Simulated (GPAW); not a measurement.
# Magnetic state of zigzag Cr chain, bond 2.497 A from several starts, part 2 of 2

Wanted: the moments of zigzag Cr chain, bond 2.497 A and the energy of each order that was tried.

GPAW 26.7.0; revPBE; plane waves with GPAW's PAW setups, scalar-relativistic.

So far. Step 2 (Start 1: ferro ++): After 21 cycles the largest moment stands at 3.66 μB. Step 3 (Start 2: antiferro +-): It lies 726 meV a seeded atom under the first start, and its largest moment is 3.57 μB against 3.66 μB.

## (4) Run 3 (antiferro q=(0,0,1/2) +-+-)

An opposed order shows whether the pairs that it reverses prefer unlike signs.

This order needs a doubled cell of 4 atoms. Its mesh is chosen so that both cells sample the same points.

The input, order3.py:

```python
import json
import numpy as np
from ase import Atoms
from ase.parallel import paropen, parprint
from gpaw import GPAW

atoms = Atoms(['Cr', 'Cr', 'Cr', 'Cr'],
    cell=[[12.0, 0.0, 0.0],
         [0.0, 12.0, 0.0],
         [0.0, 0.0, 5.9928]],
    scaled_positions=[[0.41676667, 0.5, 0.0],
         [0.41676667, 0.5, 0.5],
         [0.58323333, 0.5, 0.25],
         [0.58323333, 0.5, 0.75]],
    pbc=True,
    magmoms=[2.5, -2.5, 2.5, -2.5])
atoms.calc = GPAW(mode={'name': 'pw', 'ecut': 550},
    xc='revPBE',
    kpts={'size': (1, 1, 2), 'gamma': True},
    occupations={'name': 'fermi-dirac', 'width': 0.1},
    convergence={'density': 1e-05, 'energy': 1e-05},
    maxiter=200,
    symmetry={'tolerance': 1e-4},
    txt='order3.txt')
e = atoms.get_potential_energy(force_consistent=True)
res = {'free_energy': e, 'energy_sigma0': atoms.get_potential_energy(), 'fermi_energy': atoms.calc.get_fermi_level()}
res['moments'] = atoms.get_magnetic_moments().tolist()
res['total'] = atoms.get_magnetic_moment()
parprint('site moments (muB):', np.round(res['moments'], 3))
parprint(f"total moment: {res['total']:.3f} muB")
parprint(f'free energy: {e:.6f} eV')
atoms.calc.write('order3.gpw')
with paropen('results.json', 'w') as f:
    json.dump(res, f)
```

Run with:

```sh
$ OMP_NUM_THREADS=1 python3 order3.py > order3.log
```

The program printed:

```text
site moments (muB): [ 3.647 -3.647  3.647 -3.647]
total moment: 0.000 muB
free energy: -26.716352 eV

--- order3.txt ---
Input parameters:
  mode=PW(ecut=550),
  convergence={'density': 1e-05, 'energy': 1e-05},
  kpts=MonkhorstPack(size=(1, 1, 2), gamma=True),
  maxiter=200,
  occupations=Occupations(name='fermi-dirac', width=0.1),
  symmetry=Symmetry(tolerance=0.0001),
  xc=XC(name='revPBE')

[...]
|         16 |        -0.534 |     0.000 |        -0.534 |     0.000 |
|         17 |        -0.381 |     0.000 |        -0.403 |     0.000 |
|         18 |        -0.379 |     0.000 |        -0.381 |     0.000 |

Gap: 0.625 eV
Transition (v -> c):
  (s=0, k=0, n=11, [0.00, 0.00, 0.00]) -> (s=1, k=1, n=12, [0.00, 0.00, 0.50])
Direct/indirect transitions are different
Direct gap: 0.837 eV
Transition at: (s=0->1, k=1, n=11, [0.00, 0.00, 0.50])


[key lines of the parts left out:]
Free energy:     -26.716352
Converged in 24 steps
dipole moment: (0.000256, 0.000260, -14.420367)  # |e|*Ang
Fermi level: -2.545
```

The job ended after 2 min (1 MPI rank of Intel Xeon Platinum 8259CL at 2.50GHz (Skylake/Cascade Lake), shared host; peak memory 0.64 GiB).

Spin moment in the augmentation sphere by atom:

| atom | spin moment in the augmentation sphere (μB) |
| --- | --- |
| Cr1 | 3.65 |
| Cr2 | -3.65 |
| Cr3 | 3.65 |
| Cr4 | -3.65 |

Numbers from this step:

```yaml
magnetization: 0 μB
final_state: antiferromagnetic
```

It lies 521 meV a seeded atom under the first start, and its largest moment is 3.65 μB against 3.66 μB.

## (5) Run 4 (no spin polarisation)

A run without seeds gives the energy of the state without moments.

The input, nospin.py:

```python
import json
import numpy as np
from ase import Atoms
from ase.parallel import paropen, parprint
from gpaw import GPAW

atoms = Atoms(['Cr', 'Cr'],
    cell=[[12.0, 0.0, 0.0],
         [0.0, 12.0, 0.0],
         [0.0, 0.0, 2.9964]],
    scaled_positions=[[0.41676667, 0.5, 0.0],
         [0.58323333, 0.5, 0.5]],
    pbc=True)
atoms.calc = GPAW(mode={'name': 'pw', 'ecut': 550},
    xc='revPBE',
    kpts={'size': (1, 1, 4), 'gamma': True},
    occupations={'name': 'fermi-dirac', 'width': 0.1},
    convergence={'density': 1e-05, 'energy': 1e-05},
    maxiter=200,
    symmetry={'tolerance': 1e-4},
    txt='nospin.txt')
e = atoms.get_potential_energy(force_consistent=True)
res = {'free_energy': e, 'energy_sigma0': atoms.get_potential_energy(), 'fermi_energy': atoms.calc.get_fermi_level()}
parprint(f'free energy: {e:.6f} eV')
atoms.calc.write('nospin.gpw')
with paropen('results.json', 'w') as f:
    json.dump(res, f)
```

Run with:

```sh
$ OMP_NUM_THREADS=1 python3 nospin.py > nospin.log
```

The program printed:

```text
free energy: -10.387546 eV

--- nospin.txt ---
Input parameters:
  mode=PW(ecut=550),
  convergence={'density': 1e-05, 'energy': 1e-05},
  kpts=MonkhorstPack(size=(1, 1, 4), gamma=True),
  maxiter=200,
  occupations=Occupations(name='fermi-dirac', width=0.1),
  symmetry=Symmetry(tolerance=0.0001),
  xc=XC(name='revPBE')

Diagonalizing LCAO Hamiltonian
Converting LCAO to pw mode
        .----------------------------.
[...]
|------------|---------------|-----------|
|          0 |        -6.218 |     2.000 |
|          1 |        -4.957 |     2.000 |
|          2 |        -3.838 |     2.000 |
|          3 |        -3.573 |     1.999 |
|          4 |        -3.461 |     1.997 |
[...]
|          8 |        -2.604 |     0.250 |
|          9 |        -2.570 |     0.183 |
|         10 |        -2.088 |     0.002 |
|         11 |        -1.623 |     0.000 |

No gap
No difference between direct/indirect transitions


[key lines of the parts left out:]
Free energy:     -10.387546
Converged in 18 steps
dipole moment: (0.000124, 0.000130, -7.233549)  # |e|*Ang
Fermi level: -2.799
```

Run time: 22 s. Hardware: 1 MPI rank; peak memory 0.28 GiB.

Read from the output:

```
final state : non-magnetic (no spin polarisation)
```

It lies 964 meV a seeded atom over the first start.

## (6) Ranking

These are free energies at a smearing of 0.1 eV, so its entropy term is in the differences. They are divided by the number of seeded atoms, so that cells of unlike size compare. Wavevectors q in the names are fractions of the reciprocal vectors of the first run's cell.

Orders:

| start | final state | typed order kept | energy over the lowest (meV a seeded atom) | largest site moment (μB) | net moment (μB a primitive cell) | mesh matched | CPU time (s) |
| --- | --- | --- | --- | --- | --- | --- | --- |
| ferro ++ | ferromagnetic | yes | 725.7 | 3.657 | 9.391 | yes | 54.58 |
| antiferro +- | antiferromagnetic | yes | 0 | 3.569 | 0 | yes | 40.97 |
| antiferro q=(0,0,1/2) +-+- | antiferromagnetic | yes | 204.2 | 3.647 | 0 | yes | 120.6 |
| no spin polarisation | non-magnetic | - | 1690 | 0 | 0 | yes | 21.76 |

## (7) Results

* lowest state found: antiferromagnetic (typed antiferro +-)
* largest site moment: 3.57 μB
* next state: antiferromagnetic, 204 meV a seeded atom higher
* energy gained by spin polarisation: 1690 meV a seeded atom

What this shows: The lowest state found is antiferromagnetic, reached from the start antiferro +-, with moments up to 3.57 μB. The next state costs 204 meV a seeded atom. This is the lowest of 4 finished starts, no proof of the ground state.

[Logs and program files are shortened in this print: banners, set-up blocks, solver, clock and traceback lines can be left out without a mark of their own.]

[Logs are printed without paths, hosts, clocks, repeated set-up lines and the standing remarks that a program may print on its own settings, such as how far it seeks lower states.]

[Hosts, paths, dates, database ids (printed as entryN), source tags and the programs' standing remarks are cut or masked in the printed files.]

[Where a cell is said to come from a database of computed structures, the database is the Materials Project.]
